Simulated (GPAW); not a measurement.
# SnO2 (I4_1/amd) in GPAW: further runs

One crystal, SnO2, is run at these levels: PBE, PBEsol; tasks: band structure.

All numbers are computed with GPAW 26.7.0; they aren't measurements. Logs are shortened: lines on timing, memory, paths and dates and some standing lists are left out, and cuts for length are marked. The log counts tension as positive stress, the text compression.

**1. The structure**

The structure is tetragonal, space group I4_1/amd (No. 141). Conventional cell: a = 4.000 Å, b = 4.000 Å, c = 10.247 Å, α = 90.00°, β = 90.00°, γ = 90.00°. Around Sn (site symmetry -4m2) lie 6 O at 2.06 to 2.09 Å. O (site symmetry 2mm) has 3 Sn at 2.06 to 2.09 Å as nearest neighbours.

Measurements of this composition are mostly on another form, of space group No. 136.

**2. Band structure, PBE**

Contents of run.py:

```python
from ase import Atoms
from ase.dft.bandgap import bandgap
from ase.io import write
from ase.units import GPa
from gpaw import GPAW, PW

atoms = Atoms(['Sn', 'Sn', 'O', 'O', 'O', 'O'],
              cell=[[-2.0000686112, 2.0000686112, 5.1236788559],
                    [2.0000686112, -2.0000686112, 5.1236788559],
                    [2.0000686112, 2.0000686112, -5.1236788559]],
              scaled_positions=[[0.0, 0.0, 0.0],
                                [0.75, 0.25, 0.5],
                                [0.54652259, 0.04652259, 0.5],
                                [0.20347741, 0.20347741, 0.0],
                                [0.95347741, 0.45347741, 0.5],
                                [0.79652259, 0.79652259, 0.0]],
              pbc=True)

calc = GPAW(mode=PW(800),
            xc='PBE',
            kpts={'size': (6, 6, 6), 'gamma': True},
            occupations={'name': 'fermi-dirac', 'width': 0.05},
            nbands=43,
            convergence={'density': 1e-05, 'energy': 1e-05},
            maxiter=150,
            txt='gpaw.txt')
atoms.calc = calc
energy = atoms.get_potential_energy()
forces = atoms.get_forces()
stress = atoms.get_stress()
calc.write('gs.gpw')
write('result.traj', atoms)
print(f'Energy: {energy:.6f} eV')
print('Forces (eV/A):')
print(forces.round(4))
print('Stress (GPa):', (stress / GPa).round(3))
print('Fermi level:', round(calc.get_fermi_level(), 4), 'eV')
print(f'Gap: {bandgap(calc)[0]:.4f} eV, direct: {bandgap(calc, direct=True)[0]:.4f} eV')

path = atoms.cell.bandpath('GXYSGZS1NPY1Z,XP', npoints=60, eps=1e-4)
bs_calc = calc.fixed_density(kpts=path, symmetry='off', nbands=63,
                             convergence={'bands': 'CBM+6.0', 'eigenstates': 1e-6}, txt='bands.txt')
bs = bs_calc.band_structure()
bs.write('bs.json')
print(f'Gap on the path: {bandgap(bs_calc)[0]:.4f} eV')
```

Potentials or basis: GPAW PAW data sets (gpaw-data 1.2.1), pw.

Launch:

```sh
$ OMP_NUM_THREADS=1 python run.py
```

gpaw.txt:

```text
__  _  _
 | _ |_)|_||  |
 |__||  | ||/\| - 26.7.0

Input parameters:
  mode=PW(ecut=800.0),
  convergence={'density': 1e-05, 'energy': 1e-05},
  kpts=MonkhorstPack(size=(6, 6, 6), gamma=True),
  maxiter=150,
  nbands=43,
  occupations=Occupations(name='fermi-dirac', width=0.05),
  xc=XC(name='PBE')

Diagonalizing LCAO Hamiltonian
Converting LCAO to pw mode

       O

         O

         Sn

       O O

       Sn

Atoms  # Å, Bohr magnetons
|   | symbol |         x |         y |        z |    initial magnetic moments |
|---|--------|-----------|-----------|----------|-----------------------------|
| 0 |     Sn |  0.000000 |  0.000000 | 0.000000 | ( 0.0000,  0.0000,  0.0000) |
| 1 |     Sn | -0.000000 |  2.000069 | 2.561839 | ( 0.0000,  0.0000,  0.0000) |
| 2 |      O |  0.000000 |  2.000069 | 0.476734 | ( 0.0000,  0.0000,  0.0000) |
| 3 |      O | -0.000000 |  0.000000 | 2.085106 | ( 0.0000,  0.0000,  0.0000) |
| 4 |      O |  0.000000 |  2.000069 | 4.646945 | ( 0.0000,  0.0000,  0.0000) |
| 5 |      O |  0.000000 | -0.000000 | 8.162252 | ( 0.0000,  0.0000,  0.0000) |

Unit cell  # Å
| periodic |         x |         y |         z |  lengths |     angles |
|----------|-----------|-----------|-----------|----------|------------|
|      yes | -2.000069 |  2.000069 |  5.123679 | 5.852575 | 140.033960 |
|      yes |  2.000069 | -2.000069 |  5.123679 | 5.852575 | 140.033960 |
|      yes |  2.000069 |  2.000069 | -5.123679 | 5.852575 |  57.801739 |

Number of symmetries: 8
Symmetry operations  # r_c * U_cc + t_c -> r_c
|   | kind |            matrix            |
|---|------|------------------------------|
| 0 |  σ   |  1, 1, 1,  0, 0,-1,  0,-1, 0 |
| 1 |  E   |  1, 0, 0,  0, 1, 0,  0, 0, 1 |
| 2 |  C2  |  0, 1, 0,  1, 0, 0, -1,-1,-1 |
| 3 |  S4  |  0, 0, 1, -1,-1,-1,  0, 1, 0 |
| 4 |  σ   |  0, 0,-1,  1, 1, 1, -1, 0, 0 |
| 5 |  C2  |  0,-1, 0, -1, 0, 0,  0, 0,-1 |
| 6 |  C2  | -1, 0, 0,  0,-1, 0,  1, 1, 1 |
| 7 |  S4  | -1,-1,-1,  0, 0, 1,  1, 0, 0 |

BZ-sampling:
  Number of BZ points: 216
  Number of IBZ points: 30

  Monkhorst-Pack size: [6, 6, 6]
  Monkhorst-Pack shift: [0.08333333333333333, 0.08333333333333333, 0.08333333333333333]

K-points  # in reciprocal-cell coordinates
|     |                                coordinates |     weight |
|-----|--------------------------------------------|------------|
|   0 | (  0.00000000,   0.00000000,   0.00000000) | 0.00462963 |
|   1 | (  0.16666667,  -0.16666667,   0.00000000) | 0.01851852 |
|   2 | (  0.16666667,  -0.16666667,   0.16666667) | 0.01851852 |
|   3 | (  0.16666667,   0.00000000,   0.00000000) | 0.03703704 |
|   4 | (  0.16666667,   0.16666667,  -0.16666667) | 0.00925926 |
|   5 | (  0.33333333,  -0.33333333,   0.00000000) | 0.01851852 |
|   6 | (  0.33333333,  -0.33333333,   0.16666667) | 0.03703704 |
|   7 | (  0.33333333,  -0.33333333,   0.33333333) | 0.01851852 |
|   8 | (  0.33333333,  -0.16666667,   0.00000000) | 0.07407407 |
|   9 | (  0.33333333,  -0.16666667,   0.16666667) | 0.03703704 |
| ... |                                            |            |
|  29 | (  0.50000000,   0.50000000,   0.50000000) | 0.00462963 |

Plane wave coefficients: 4232
Cutoff: 800.0 eV

Spin-components: 1 (collinear spins)
Bands:           43
Projectors:      32
Spin-degeneracy: 2
Datatype:        complex128

Parallelization:
  kpt:    1
  domain: 1
  band:   1

Density:
  Valence electrons: 52.0
  Components: 1
  Grid points: [40 40 40]
  Charge: 0.0  # |e|

Potential:
  Grid points: [40 40 40]

species:
  Sn:
    name:    Tin
    Z:       50.0
    valence: 14
    core:    36
    charge:  0.0  # [|e|]
    compensation charges:
      type: gauss
      rc: 0.38  # [Å]
      lmax: 2
    cutoffs:
      filter: 2.23  # [Å]
      core: 2.35  # [Å]
    projectors
    | kind |    occ | energy [eV] | rcut [Å] |
    |------|--------|-------------|----------|
    |   5s |  2.000 |     -10.538 |    1.201 |
    |   5p |  2.000 |      -3.696 |    1.270 |
    |   4d | 10.000 |     -25.845 |    1.185 |
    |    s |        |      16.674 |    1.201 |
    |    p |        |      23.515 |    1.270 |
    |    d |        |       1.367 |    1.185 |

    Using partial waves for Sn as LCAO basis

  O:
    name:    Oxygen
    Z:       8.0
    valence: 6
    core:    2
    charge:  0.0  # [|e|]
    compensation charges:
      type: gauss
      rc: 0.21  # [Å]
      lmax: 2
    cutoffs:
      filter: 1.17  # [Å]
      core: 0.83  # [Å]
    projectors
    | kind |    occ | energy [eV] | rcut [Å] |
    |------|--------|-------------|----------|
    |   2s |  2.000 |     -23.961 |    0.688 |
    |   2p |  4.000 |      -9.029 |    0.598 |
    |    s |        |       3.251 |    0.688 |
    |    p |        |      18.182 |    0.598 |
    |    d |        |       0.000 |    0.619 |

    Using partial waves for O as LCAO basis

Reference energy: -344184.795819  # eV

eigensolver:
  PPCG
  Converge bands: occupied
  niter=2

density mixing:
  MSR1-Mixer
  Pratt-step length: 0.05
  Maximum mixing coefficient: 0.75
  Old densities: 10
  SVD Regularization: 0.005
  Good broyden scale: 1.0
  Trust region scale: 1.0
  Backstep threshold: 4.0
  History deletion threshold: 6.0
  Fourier metric: weight=20.0, sigma=0.015

occupation numbers:
  Fermi-Dirac:
    width: 0.0500  # eV

poisson solver:
  ecut: 6400.0  # eV

xc functional:
  name: PBE with 2 nearest neighbor stencil

convergence criteria:
[... 6 lines left out ...]
|iter     | |      energy | eigst |  dens |
|---------|-|-------------|-------|-------|
|iter:   1| |  -44.417622 | +0.49 |       |
|iter:   2| |  -42.893655 | -1.24 | -0.86 |
|iter:   3| |  -38.509405 | -0.70 | -0.92 |
|iter:   4| |  -38.492638 | -2.70 | -1.49 |
|iter:   5| |  -38.501346 | -3.26 | -1.78 |
|iter:   6| |  -38.501670 | -4.10 | -2.80 |
|iter:   7| |  -38.501382c| -4.81 | -3.03 |
|iter:   8| |  -38.501436c| -5.68 | -3.38 |
|iter:   9| |  -38.501437c| -7.47c| -4.39 |
|iter:  10| |  -38.501437c| -7.46c| -4.88 |
|iter:  11| |  -38.501437c| -7.95c| -5.58c|

Converged in 11 steps
Energy contributions relative to reference atoms: (reference = -344184.795819)

Energy contributions:
  Kinetic:          73.477606
  Coulomb:         -65.611203
  Zero:              0.268230
  External:          0.000000
  Xc:              -46.636070
  Entropy:          -0.000000
  Spinorbit:         0.000000
  ----------------------------
  Free energy:     -38.501437
  Extrapolated:    -38.501437

dipole moment: (-28.128811, -7.386723, 11.986260)  # |e|*Ang

Fermi level: 4.914
Eigenvalues  # (at kpt = [0.000, 0.000, 0.000])
| band index |      eig [eV] | occ [0-2] |
|------------|---------------|-----------|
|          0 |       -16.413 |     2.000 |
|        ... |               |           |
|         18 |         0.592 |     2.000 |
|         19 |         0.592 |     2.000 |
|         20 |         2.329 |     2.000 |
|         21 |         2.969 |     2.000 |
|         22 |         3.339 |     2.000 |
|         23 |         3.339 |     2.000 |
[... 8 lines left out ...]
|         32 |        15.671 |     0.000 |
|         33 |        16.445 |     0.000 |
|        ... |               |           |
|         42 |        22.967 |     0.000 |

Gap: 1.689 eV
Transition (v -> c):
  (s=0, k=15, n=25, [0.33, 0.33, 0.17]) -> (s=0, k=0, n=26, [0.00, 0.00, 0.00])
Direct/indirect transitions are different
Direct gap: 2.060 eV
Transition at: (s=0, k=0, n=25, [0.00, 0.00, 0.00])

Forces  # eV/Ang
|        x |        y |        z |
|----------|----------|----------|
| -0.00000 |  0.00000 |  0.00000 |  # Sn   0
|  0.00000 | -0.00000 | -0.00000 |  # Sn   1
|  0.00000 | -0.00000 | -0.00962 |  # O    2
| -0.00000 |  0.00000 |  0.00961 |  # O    3
|  0.00000 | -0.00000 |  0.00962 |  # O    4
| -0.00000 |  0.00000 | -0.00961 |  # O    5

Stress tensor  # eV/Ang^3
|         x |         y |         z |
|-----------|-----------|-----------|
| -0.029805 | -0.000000 | -0.000000 |
| -0.000000 | -0.029805 | -0.000000 |
| -0.000000 | -0.000000 | -0.025641 |

# Writing to gs.gpw (mode='')
```

Wall time 7.7 min (1 thread of AMD EPYC 7R43 (Zen 3), shared host); peak memory 0.74 GiB.

What came out:

```
Free energy             : -38.5014 eV
Pressure                : 4.6 GPa
Largest force           : 0.010 eV/Å
Band gap on the k mesh  : 1.69 eV, indirect (least direct gap 2.06 eV)
Band gap along the path : 1.68 eV, indirect (least direct gap 2.06 eV)
```

Forces on the atoms (eV/Å):
```
Sn   0.000  0.000  0.000
Sn   0.000  0.000  0.000
O    0.000  0.000 -0.010
O    0.000  0.000  0.010
O    0.000  0.000  0.010
O    0.000  0.000 -0.010
```

Levels at the corners of the path, in eV from the valence-band top:
| point | band 24 | band 25 | band 26 | band 27 | band 28 | band 29 |
| --- | --- | --- | --- | --- | --- | --- |
| Γ | -0.66 | -0.38 | -0.38 | 1.68 | 5.59 | 9.45 |
| X | -0.80 | -0.04 | -0.04 | 7.38 | 7.38 | 7.72 |
| Y | -0.56 | -0.07 | -0.07 | 6.86 | 6.86 | 8.05 |
| S | -0.66 | -0.42 | -0.41 | 4.93 | 6.24 | 7.69 |
| Γ | -0.66 | -0.38 | -0.38 | 1.68 | 5.59 | 9.45 |
| Z | -1.00 | -0.28 | -0.28 | 4.29 | 4.29 | 7.76 |
| S1 | -0.66 | -0.42 | -0.41 | 4.93 | 6.24 | 7.69 |
| N | -0.75 | -0.56 | -0.37 | 5.00 | 6.26 | 7.98 |
| P | -0.67 | 0.00 | 0.00 | 7.32 | 7.32 | 8.05 |
| Y1 | -0.56 | -0.07 | -0.07 | 6.86 | 6.86 | 8.05 |
| Z | -1.00 | -0.28 | -0.28 | 4.29 | 4.29 | 7.76 |
| X | -0.80 | -0.04 | -0.04 | 7.38 | 7.38 | 7.72 |
| P | -0.67 | 0.00 | 0.00 | 7.32 | 7.32 | 8.05 |

Caveat: spin-orbit coupling is left out, which moves the levels of the heavy elements; the program warned that so skewed a cell can give wrong results.

**3. Band structure, PBEsol**

run.py: that of step 2 with these lines changed.

```diff
@@ -4,3 +4,5 @@
 from ase.units import GPa
-from gpaw import GPAW, PW
+from gpaw import GPAW, PW, setup_paths
+
+setup_paths.insert(0, '.')
 
@@ -19,3 +21,3 @@
 calc = GPAW(mode=PW(800),
-            xc='PBE',
+            xc='PBEsol',
             kpts={'size': (6, 6, 6), 'gamma': True},
```

Potentials or basis: PAW data sets generated in the run's folder for this functional, pw.

Launch:

```sh
$ gpaw-setup -f PBEsol O Sn
$ OMP_NUM_THREADS=1 python run.py
```

Run time: 7.5 min. Hardware: 1 thread of AMD EPYC 7R43 (Zen 3), shared host; peak memory 0.73 GiB.

Results (log left out):

* Free energy: -40.7728 eV
* Pressure: -0.6 GPa
* Largest force: 0.111 eV/Å
* Band gap on the k mesh: 1.60 eV, indirect (least direct gap 1.97 eV)
* Band gap along the path: 1.58 eV, indirect (least direct gap 1.97 eV)

Forces on the atoms (eV/Å):
```
Sn   0.000  0.000  0.000
Sn   0.000  0.000  0.000
O    0.000  0.000  0.111
O    0.000  0.000 -0.111
O    0.000  0.000 -0.111
O    0.000  0.000  0.111
```

Stress tensor (GPa, compression positive):
```
-0.18  0.00  0.00
 0.00 -0.18  0.00
 0.00  0.00 -1.49
```

Levels at the corners of the path, in eV from the valence-band top:
| point | band 22 | band 23 | band 24 | band 25 | band 26 | band 27 | band 28 | band 29 | band 30 |
| --- | --- | --- | --- | --- | --- | --- | --- | --- | --- |
| Γ | -1.05 | -0.67 | -0.67 | -0.38 | -0.38 | 1.58 | 5.51 | 9.26 | 9.68 |
| X | -0.89 | -0.81 | -0.81 | -0.05 | -0.05 | 7.29 | 7.29 | 7.57 | 7.57 |
| Y | -1.14 | -0.58 | -0.58 | -0.07 | -0.07 | 6.76 | 6.76 | 7.92 | 7.92 |
| S | -0.88 | -0.71 | -0.66 | -0.43 | -0.43 | 4.85 | 6.15 | 7.54 | 8.42 |
| Γ | -1.05 | -0.67 | -0.67 | -0.38 | -0.38 | 1.58 | 5.51 | 9.26 | 9.68 |
| Z | -2.77 | -1.02 | -1.02 | -0.28 | -0.28 | 4.21 | 4.21 | 7.58 | 7.58 |
| S1 | -0.88 | -0.71 | -0.66 | -0.43 | -0.43 | 4.85 | 6.15 | 7.54 | 8.42 |
| N | -1.11 | -0.78 | -0.76 | -0.57 | -0.39 | 4.92 | 6.17 | 7.84 | 8.54 |
| P | -1.20 | -0.69 | -0.69 | 0.00 | 0.00 | 7.23 | 7.23 | 7.91 | 7.91 |
| Y1 | -1.14 | -0.58 | -0.58 | -0.07 | -0.07 | 6.76 | 6.76 | 7.92 | 7.92 |
| Z | -2.77 | -1.02 | -1.02 | -0.28 | -0.28 | 4.21 | 4.21 | 7.58 | 7.58 |
| X | -0.89 | -0.81 | -0.81 | -0.05 | -0.05 | 7.29 | 7.29 | 7.57 | 7.57 |
| P | -1.20 | -0.69 | -0.69 | 0.00 | 0.00 | 7.23 | 7.23 | 7.91 | 7.91 |

Caveat: spin-orbit coupling is left out, which moves the levels of the heavy elements; the program warned that so skewed a cell can give wrong results.
